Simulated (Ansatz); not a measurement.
Wires are cut from relaxed bulk MgO (Fm-3m, 9.36 Å³/atom, gap on the mesh 4.62 eV); atoms and period are relaxed, and energies count from that bulk.

All numbers below come from DFT PBEsol, scalar-relativistic, plane waves, PAW (Ansatz).

Cutoff 420 eV, Gaussian smearing of 0.05 eV, energies at zero smearing, symmetry of each start kept, no spin polarisation.

| start | atoms | k mesh | excess energy (eV per host atom) | line energy (eV/Å) | period (Å) | gap on the mesh (eV) | highest filled level or Fermi level under vacuum (eV) |
| --- | --- | --- | --- | --- | --- | --- | --- |
| [111] wire, 16 host atoms a period | 16 | 1×1×5 | 1.221 | 2.337 | 8.357 | 1.78 | 4.66 |
| [111] wire, 28 host atoms a period* | 28 | 1×1×5 | 0.792 | 2.497 | 8.877 | 2.21 | - |

A dash: not computed, or not clear enough to read.

* ends far from its start.

The gap is read on a mesh, which can miss the band edges, so it can be too wide.

Each run keeps its start's symmetry and one magnetic start, so lower states can exist.

Cost: 2 runs of about 43 core-minutes in all, on Arm Neoverse V2 (shared hosts).